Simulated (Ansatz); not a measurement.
# Pb (Im-3m) in Ansatz: further runs

The runs below take Pb through single point, with PBE.

Everything below comes from runs of Ansatz 0.2.0. Logs are shortened: lines on timing, memory, paths and dates and some standing lists are left out, and cuts for length are marked.

## 1. The crystal as given

It takes space group Im-3m (No. 229, cubic). The conventional cell has a = 3.959 Å, b = 3.959 Å, c = 3.959 Å, α = 90.00°, β = 90.00°, γ = 90.00°. Around Pb (site symmetry m-3m) lie 8 Pb at 3.43 Å.

This isn't the form of Pb at room conditions, which is fcc.

## 2. Single point, PBE

input.yaml reads:

```yaml
crystal:
  lattice:
    - [-1.9796595667, 1.9796595667, 1.9796595667]
    - [1.9796595667, -1.9796595667, 1.9796595667]
    - [1.9796595667, 1.9796595667, -1.9796595667]
  atoms:
    - { symbol: Pb, position: [0.0, 0.0, 0.0] }
hamiltonian:
  xc: pbe
  pseudopotentials: { kind: paw }
kpoints:
  mp_grid: { grid: [9, 9, 9] }
scf:
  occupations: { method: gaussian, width: 0.024 }
output:
  forces: true
  stress: true
  eigenvalues: true
```

Potentials or basis: Ansatz PAW.

Run with:

```console
$ ansatz run input.yaml --threads 2 --pin off --max-ram 5632MiB --backend cpu --events-out ev --progress --plain --runs-dir out
```

The program printed:

```text
Warning: RAYON_NUM_THREADS=2 ignored (pool sized by the plan → 2); use --threads N
Engine: ansatz 0.2.0, aarch64-unknown-linux-gnu
Pseudopotentials: kind: paw
Pseudopotential: Pb, paw, valence charge 14, recommended cutoff 420 eV (normal), Pb.paw.azcp
Functional definition: PBE
  parameter kappa = 0.804
  parameter beta = 0.06672455060314922
  exchange = pbe_x(kappa = kappa, mu = beta*pi^2/3)
  correlation = pbe_c(beta = beta)
Crystal: 1 atoms, lattice volume = 31.034 Å³
Basis set: ecut = 420 eV, 603 PW (Γ), exchange–correlation on 48×48×48 points (8 copies of the dense FFT grid, shifted against one another)
Bands: 11, of which v1, the nominal top of the filled ones, is band 7 counted from 1 (6 counted from 0)
Symmetry: 48 space group operations
Space group: Im-3m (ITA 229), of the structure as read, at distance tolerance 3.1e-5 Å
k-points: 35 of 729
Non-local potential: Pb, projectors of the file, l = 0: 2, l = 1: 2, l = 2: 2, l = 3: 2
PAW form: soft (Blöchl's): semilocal exchange-correlation on the pseudo side does not see the compensation charge
PAW one-centre angular grid: Pb, 590 points (default); XC on 64 Gauss nodes
Initial density: superposition of atomic densities (neutral atoms: chi_scale 0, normalization atom), corrected by the library's trained network
Initial wavefunctions: pseudopotential atomic-orbital guess
Functional: x = pbe(κ = 0.804, μ = 0.2195149727645171), c = pbe(β = 0.06672455060314922)
SCF iter   1: F=—  HF=-11906.354108 eV  |F-HF|=—  |Δ(HF+E_count)|=         —  Δρ=6.23e-4  dr2=5.84e-5  ethr=1.77e-3  ⟨swp⟩=5.9  Hψ=2558  notcnv=0
preconditioner: auto → none  [insulator: Δε(μ)=0.220 eV  Ē_g=19.981 eV  σ=0.024 eV  W_gap=0.96  n_scr=12 (ndim 8)  ℏωp=24.9 eV  f_vac=0.000  D(μ)=0.35/eV (n_scr^D=0)  ε∞_Penn≈2.6]
SCF iter   2: F=—  HF=-11906.353663 eV  |F-HF|=—  |Δ(HF+E_count)|=   4.45e-4  Δρ=3.35e-4  dr2=2.37e-5  ethr=4.17e-7  ⟨swp⟩=2.4  Hψ=1018  notcnv=0  defer=3
SCF iter   3: F=—  HF=-11906.353689 eV  |F-HF|=—  |Δ(HF+E_count)|=   2.59e-5  Δρ=3.06e-4  dr2=3.54e-5  ethr=1.69e-7  ⟨swp⟩=2.0  Hψ=623  notcnv=0  defer=4
SCF iter   4: F=—  HF=-11906.353672 eV  |F-HF|=—  |Δ(HF+E_count)|=   1.75e-5  Δρ=1.13e-4  dr2=5.77e-6  ethr=1.69e-7  ⟨swp⟩=2.3  Hψ=628  notcnv=0  defer=4
iter 5 did not close the SCF: its close was put off for the readings that it lacked (scf_convergence_deferred on its scf_iter line)
SCF iter   5: F=-11906.353668 eV  HF=-11906.353668 eV  |F-HF|=5.81e-9  |Δ(HF+E_count)|=   3.40e-6  Δρ=5.32e-6  dr2=8.96e-9  ethr=4.12e-8  ⟨swp⟩=2.0  Hψ=622  notcnv=0  defer=4
SCF iter   6: F=-11906.353668 eV  HF=-11906.353668 eV  |F-HF|=1.91e-10  |Δ(HF+E_count)|=  4.37e-11  Δρ=7.16e-7  dr2=1.87e-10  ethr=6.40e-11  ⟨swp⟩=3.2  Hψ=1659  notcnv=0
SCF 1 converged in 6 iterations: F = -11906.353668 eV  dr2 = 1.87e-10
SCF converged after 6 iterations
Free energy (F): -11906.353668 eV
Harris-Foulkes:  -11906.353668 eV  (|F-HF|=1.91e-10)
Internal energy: -11906.353569 eV  (E = F + TS)
E sigma→0 (E₀):  -11906.353619 eV
Entropy (-TS):   -0.000100 eV (-0.100 meV/atom)
Fermi energy:    10.746192 eV
--- Per-component energies (eV) ---
  E_band       = -41.573971
  E_kinetic    = 288.714732
  E_local      = -1029.949407  (includes V_loc(G=0)·N_el)
  E_nonlocal   = 349.641758
  E_hartree    = 408.727692
  E_xc         = -220.536727
  E_vxc        = -132.203541  (∫ρ·V_xc dr)
  E_paw        = -10405.870110  (= ΣΔE_a)
  E_vpaw       = -335.233467  (= ΣTr[D̂ρ^β])
  E_aug_tail   = 0.000045  (compensation charges beyond the density's cutoff)
  E_ewald      = -1297.081552
  E_smearing   = -0.000100  (= −TS)
  E_closure    = -0.000000  (closes the sum)
  Σ components = -11906.353668   (vs F -11906.353668, Δ=0.00e0)
--- Forces (eV/Å), atoms counted from 1 ---
  atom   1  Pb    -0.00000000     0.00000000    -0.00000000
  max |Σ_I F_I| component: 3.29e-32 eV/Å
--- Stress (GPa, compression-positive) ---
        0.702420       0.000000      -0.000000
        0.000000       0.702420       0.000000
        0.000000      -0.000000       0.702420
  P = ⅓ Tr σ = 0.7024 GPa (7.024 kbar)
--- Band table (eV; the first three rows and the last of 35) ---
  k-point 0: bands = ["-6.5094", "-6.5094", "-6.5094", "-6.2846", "-6.2846", "-0.9765", "18.0615", "18.0615", "18.0615", "21.6844", "21.6844"]
  k-point 1: bands = ["-6.5186", "-6.4981", "-6.4686", "-6.2946", "-6.2855", "-0.7310", "15.8695", "17.3007", "17.7423", "20.4328", "21.1127"]
  k-point 2: bands = ["-6.5420", "-6.4805", "-6.3634", "-6.3126", "-6.2877", "0.0021", "12.4890", "15.9140", "16.9611", "19.2111", "20.3302"]
  k-point 34: bands = ["-6.5497", "-6.5412", "-6.1947", "-6.1947", "-6.1908", "5.0695", "10.1474", "10.4254", "10.4254", "15.2585", "15.9257"]
```

Wall time 0.44 s (2 threads of Arm Neoverse V2, shared host); peak memory 0.27 GiB.

Results:

| Property | Result |
| --- | --- |
| Free energy | -11906.3537 eV |
| Pressure | 0.7 GPa |
| Band gap on the k mesh | none (metal or under the smearing width) |

Levels at points of the mesh, in eV from the Fermi level:
```csv
k point,band 5,band 6,band 7,band 8,band 9,band 10
"(0.00, 0.00, 0.00)",-17.03,-11.72,7.32,7.32,7.32,10.94
```

Spin-orbit coupling is left out, which matters for the levels of Pb.

## 3. Single point, PBE

input.yaml, as its differences from that of step 2:

```diff
@@ -13,3 +13,3 @@
 scf:
-  occupations: { method: gaussian, width: 0.024 }
+  occupations: { method: gaussian, width: 0.025 }
 output:
@@ -18 +18,5 @@
   eigenvalues: true
+  write_density: true
+  write_potential: true
+  elf: true
+  volumetric_format: npy
```

Potentials or basis: Ansatz PAW.

Run with:

```console
$ ansatz run input.yaml --threads 2 --pin off --max-ram 5632MiB --backend cpu --events-out ev --progress --plain --runs-dir out
```

The program printed:

```text
Warning: RAYON_NUM_THREADS=2 ignored (pool sized by the plan → 2); use --threads N
Engine: ansatz 0.2.0, aarch64-unknown-linux-gnu
Pseudopotentials: kind: paw
Pseudopotential: Pb, paw, valence charge 14, recommended cutoff 420 eV (normal), Pb.paw.azcp
Functional definition: PBE
  parameter kappa = 0.804
  parameter beta = 0.06672455060314922
  exchange = pbe_x(kappa = kappa, mu = beta*pi^2/3)
  correlation = pbe_c(beta = beta)
Crystal: 1 atoms, lattice volume = 31.034 Å³
Basis set: ecut = 420 eV, 603 PW (Γ), exchange–correlation on 48×48×48 points (8 copies of the dense FFT grid, shifted against one another)
Bands: 11, of which v1, the nominal top of the filled ones, is band 7 counted from 1 (6 counted from 0)
Symmetry: 48 space group operations
Space group: Im-3m (ITA 229), of the structure as read, at distance tolerance 3.1e-5 Å
k-points: 35 of 729
Non-local potential: Pb, projectors of the file, l = 0: 2, l = 1: 2, l = 2: 2, l = 3: 2
PAW form: soft (Blöchl's): semilocal exchange-correlation on the pseudo side does not see the compensation charge
PAW one-centre angular grid: Pb, 590 points (default); XC on 64 Gauss nodes
Initial density: superposition of atomic densities (neutral atoms: chi_scale 0, normalization atom), corrected by the library's trained network
Initial wavefunctions: pseudopotential atomic-orbital guess
Functional: x = pbe(κ = 0.804, μ = 0.2195149727645171), c = pbe(β = 0.06672455060314922)
SCF iter   1: F=—  HF=-11906.354112 eV  |F-HF|=—  |Δ(HF+E_count)|=         —  Δρ=6.23e-4  dr2=5.84e-5  ethr=1.77e-3  ⟨swp⟩=5.9  Hψ=2553  notcnv=0
preconditioner: auto → none  [insulator: Δε(μ)=0.220 eV  Ē_g=19.981 eV  σ=0.025 eV  W_gap=0.96  n_scr=12 (ndim 8)  ℏωp=24.9 eV  f_vac=0.000  D(μ)=0.33/eV (n_scr^D=0)  ε∞_Penn≈2.6]
SCF iter   2: F=—  HF=-11906.353668 eV  |F-HF|=—  |Δ(HF+E_count)|=   4.45e-4  Δρ=3.35e-4  dr2=2.37e-5  ethr=4.17e-7  ⟨swp⟩=2.4  Hψ=1018  notcnv=0  defer=3
SCF iter   3: F=—  HF=-11906.353694 eV  |F-HF|=—  |Δ(HF+E_count)|=   2.59e-5  Δρ=3.06e-4  dr2=3.54e-5  ethr=1.69e-7  ⟨swp⟩=2.0  Hψ=623  notcnv=0  defer=4
SCF iter   4: F=—  HF=-11906.353676 eV  |F-HF|=—  |Δ(HF+E_count)|=   1.75e-5  Δρ=1.13e-4  dr2=5.76e-6  ethr=1.69e-7  ⟨swp⟩=2.3  Hψ=628  notcnv=0  defer=4
iter 5 did not close the SCF: its close was put off for the readings that it lacked (scf_convergence_deferred on its scf_iter line)
SCF iter   5: F=-11906.353673 eV  HF=-11906.353673 eV  |F-HF|=5.84e-9  |Δ(HF+E_count)|=   3.40e-6  Δρ=5.32e-6  dr2=8.99e-9  ethr=4.12e-8  ⟨swp⟩=2.0  Hψ=622  notcnv=0  defer=4
SCF iter   6: F=-11906.353673 eV  HF=-11906.353673 eV  |F-HF|=1.89e-10  |Δ(HF+E_count)|=  3.37e-10  Δρ=7.18e-7  dr2=1.88e-10  ethr=6.42e-11  ⟨swp⟩=6.4  Hψ=2391  notcnv=0
SCF 1 converged in 6 iterations: F = -11906.353673 eV  dr2 = 1.88e-10
SCF converged after 6 iterations
Free energy (F): -11906.353673 eV
Harris-Foulkes:  -11906.353673 eV  (|F-HF|=1.89e-10)
Internal energy: -11906.353568 eV  (E = F + TS)
E sigma→0 (E₀):  -11906.353621 eV
Entropy (-TS):   -0.000104 eV (-0.104 meV/atom)
Fermi energy:    10.744955 eV
--- Per-component energies (eV) ---
  E_band       = -41.573985
  E_kinetic    = 288.714725
  E_local      = -1029.949391  (includes V_loc(G=0)·N_el)
  E_nonlocal   = 349.641763
  E_hartree    = 408.727685
  E_xc         = -220.536717
  E_vxc        = -132.203529  (∫ρ·V_xc dr)
  E_paw        = -10405.870127  (= ΣΔE_a)
  E_vpaw       = -335.233495  (= ΣTr[D̂ρ^β])
  E_aug_tail   = 0.000045  (compensation charges beyond the density's cutoff)
  E_ewald      = -1297.081552
  E_smearing   = -0.000104  (= −TS)
  E_closure    = 0.000000  (closes the sum)
  Σ components = -11906.353673   (vs F -11906.353673, Δ=0.00e0)
--- Forces (eV/Å), atoms counted from 1 ---
  atom   1  Pb     0.00000000    -0.00000000     0.00000000
  max |Σ_I F_I| component: 1.89e-31 eV/Å
--- Stress (GPa, compression-positive) ---
        0.702376       0.000000      -0.000000
        0.000000       0.702376       0.000000
       -0.000000      -0.000000       0.702376
  P = ⅓ Tr σ = 0.7024 GPa (7.024 kbar)
--- Band table (eV; the first three rows and the last of 35) ---
  k-point 0: bands = ["-6.5094", "-6.5094", "-6.5094", "-6.2846", "-6.2846", "-0.9765", "18.0615", "18.0615", "18.0615", "21.6844", "21.6844"]
  k-point 1: bands = ["-6.5186", "-6.4981", "-6.4686", "-6.2946", "-6.2855", "-0.7310", "15.8695", "17.3007", "17.7423", "20.4328", "21.1127"]
  k-point 2: bands = ["-6.5420", "-6.4805", "-6.3634", "-6.3126", "-6.2877", "0.0021", "12.4890", "15.9140", "16.9611", "19.2111", "20.3302"]
  k-point 34: bands = ["-6.5497", "-6.5412", "-6.1947", "-6.1947", "-6.1908", "5.0695", "10.1474", "10.4254", "10.4254", "15.2585", "15.9257"]
```

rho_z.tsv:

```text
# z_ang	rho[e/angstrom^3]
# format = ansatz-planar-average/11
# lattice	-1.979659567	1.979659567	1.979659567
# lattice	1.979659567	-1.979659567	1.979659567
# lattice	1.979659567	1.979659567	-1.979659567
# sites	1
# site	82	0.000000000	0.000000000	0.000000000
0.000000	1.037540e0
0.142870	9.987693e-1
0.285739	8.936763e-1
0.428609	7.491080e-1
0.571478	5.941259e-1
0.714348	4.511677e-1
[... 16 lines left out ...]
3.143132	8.936763e-1
3.286001	9.987693e-1
```

It took 0.56 s on 2 threads of Arm Neoverse V2, shared host; peak memory 0.27 GiB.

What came out:

| Quantity | Value |
| --- | --- |
| Free energy | -11906.3537 eV |
| Pressure | 0.7 GPa |
| Band gap on the k mesh | none (metal or under the smearing width) |

Levels at points of the mesh, in eV from the Fermi level:
```csv
k point,band 3,band 4,band 5,band 6,band 7,band 8,band 9,band 10,band 11
"(0.00, 0.00, 0.00)",-17.25,-17.03,-17.03,-11.72,7.32,7.32,7.32,10.94,10.94
```
